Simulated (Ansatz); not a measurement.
Crystal: Co.

```xyz
2
Lattice="2.4720 0.0000 0.0000 -1.2360 2.1408 0.0000 0.0000 0.0000 4.0211" Properties=species:S:1:pos:R:3 pbc="T T T"
Co    1.2360    0.7136    3.0159
Co    0.0000    1.4272    1.0053
```

| Quantity | Value |
| --- | --- |
| Program | Ansatz 0.2.0 |
| Task | relaxation of cell and atoms |
| Functional | revPBE |
| Dispersion | D3(BJ) |
| Potentials or basis | Ansatz PAW |
| Cutoff | 420 eV (not typed: the program's choice for these potentials) |
| k mesh | 12 × 12 × 7 |
| Occupations | fermi-dirac, width 0.05 eV |
| Spin | collinear spin, ferromagnetic start |
| Starting moments | [2.0, 2.0] μB |

At the start: volume 10.64 Å³/atom.

Question: Where does the relaxation end?

Answer: It ends after 5 steps and the volume is 10.47 Å³/atom (-1.6 %); space group P6_3/mmc (No. 194, to 0.05 Å); moment 3.20 μB per cell.

Step by step:
```csv
step,energy change (eV),largest force (eV/Å),volume (Å³)
1,0.0000,0.0000,21.28
2,-0.0040,0.0000,21.10
3,-0.0055,0.0000,20.92
4,-0.0055,0.0000,20.93
5,-0.0051,0.0000,20.93
```

Final structure:
```cif
data_structure
_symmetry_space_group_name_H-M 'P 1'
_symmetry_Int_Tables_number 1
_cell_length_a 2.4651
_cell_length_b 2.4651
_cell_length_c 3.9771
_cell_angle_alpha 90.000
_cell_angle_beta 90.000
_cell_angle_gamma 120.000
_cell_volume 20.93
loop_
_atom_site_label
_atom_site_type_symbol
_atom_site_fract_x
_atom_site_fract_y
_atom_site_fract_z
_atom_site_occupancy
Co1 Co 0.66667 0.33333 0.75000 1
Co2 Co 0.33333 0.66667 0.25000 1
```

Caveat: the plane-wave basis is chosen anew once the cell has moved, so the energies of steps on either side of that aren't comparable; pairwise dispersion overbinds metals, which lowers pressure and volume; the PAW data sets come from PBE, with cores solved anew for the run's functional, which leaves a small shift of forces and pressure.
